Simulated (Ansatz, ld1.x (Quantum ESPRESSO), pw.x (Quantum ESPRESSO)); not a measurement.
# pw.x on fcc Te: one setting changed

Potential: norm-conserving Troullier–Martins (Kleinman–Bylander form), ld1.x (Quantum ESPRESSO) 7.5, PBE; core [Kr] 4d10, reference 5s2 5p4; waves: 5s (bound): rc 1.45 bohr; 5p (bound): rc 1.72 bohr; 5d channel at 0.25 Ry: rc 2.30 bohr; local part: all-electron potential smoothed inside 2.40 bohr (lloc = -1); core correction: none.

The reference run (k-mesh 12³, cutoffs 145/580 Ry, Fermi–Dirac 0.01 Ry, mixing_beta 0.4, conv_thr 1e-9, no spin) gives -0.28 GPa at 28.359 Å³/atom, where all-electron LAPW gives 0.13 GPa. This run, with its own iteration cap, changes smearing to gauss.

```
&control
  calculation='scf', prefix='x', pseudo_dir='./', outdir='./tmp', tstress=.true., disk_io='none'
/
&system
  ibrav=0, nat=1, ntyp=1, ecutwfc=145, ecutrho=580, nbnd=10,
  occupations='smearing', smearing='gauss', degauss=0.01
/
&electrons
  conv_thr=1e-09, mixing_beta=0.4, electron_maxstep=60
/
ATOMIC_SPECIES
Te 1.0 Te.UPF
CELL_PARAMETERS angstrom
  0.00000000 2.42039904 2.42039904
  2.42039904 0.00000000 2.42039904
  2.42039904 2.42039904 0.00000000
ATOMIC_POSITIONS crystal
Te 0.0000 0.0000 0.0000
K_POINTS automatic
12 12 12 0 0 0
```

```bash
pw.x < Te.scf.in > Te.scf.out
```

Task: How does the run end?

Result: It converges in 6 iterations; the free energy moves by +26.0 meV/atom and the pressure by -0.12 GPa. Gaussian smearing of the same width is narrower in effect than Fermi–Dirac, so its quadratic term in F is smaller.

```
Message from routine setup:
     using ibrav=0 with symmetry is DISCOURAGED, use correct ibrav instead
     lattice parameter (alat)  =       6.4685  a.u.
     unit-cell volume          =     191.3760 (a.u.)^3
     number of electrons       =         6.00
     number of Kohn-Sham states=           10
     kinetic-energy cutoff     =     145.0000  Ry
     charge density cutoff     =     580.0000  Ry
     scf convergence threshold =      1.0E-09
     Exchange-correlation= PBE
     number of k points=    72  Gaussian smearing, width (Ry)=  0.0100
     iteration #  1     ecut=   145.00 Ry     beta= 0.40
     total energy              =     -16.33039810 Ry
     estimated scf accuracy    <       0.00179661 Ry
     iteration #  2     ecut=   145.00 Ry     beta= 0.40
     total energy              =     -16.33035482 Ry
     estimated scf accuracy    <       0.00047237 Ry
     iteration #  3     ecut=   145.00 Ry     beta= 0.40
     total energy              =     -16.33040034 Ry
     estimated scf accuracy    <       0.00000471 Ry
     iteration #  4     ecut=   145.00 Ry     beta= 0.40
     c_bands:  1 eigenvalues not converged
     total energy              =     -16.33040216 Ry
     estimated scf accuracy    <       0.00000007 Ry
     iteration #  5     ecut=   145.00 Ry     beta= 0.40
     total energy              =     -16.33040222 Ry
     estimated scf accuracy    <       0.00000002 Ry
     iteration #  6     ecut=   145.00 Ry     beta= 0.40
     the Fermi energy is     7.9298 ev
!    total energy              =     -16.33040222 Ry
     estimated scf accuracy    <          7.9E-10 Ry
     smearing contrib. (-TS)   =      -0.00078746 Ry
     The total energy is F=E-TS. E is the sum of the following terms:
     one-electron contribution =       4.83888810 Ry
     hartree contribution      =       0.44932858 Ry
     xc contribution           =      -3.57465726 Ry
     ewald contribution        =     -18.04317417 Ry
     convergence has been achieved in   6 iterations
          total   stress  (Ry/bohr**3)                   (kbar)     P=       -4.02
     Message from routine punch:
     Nothing written, as per user request (disk_io='none')
```

The run took about 42 s on one core of a shared host (Neoverse-V2, 96 threads, 742 GiB, load 33).
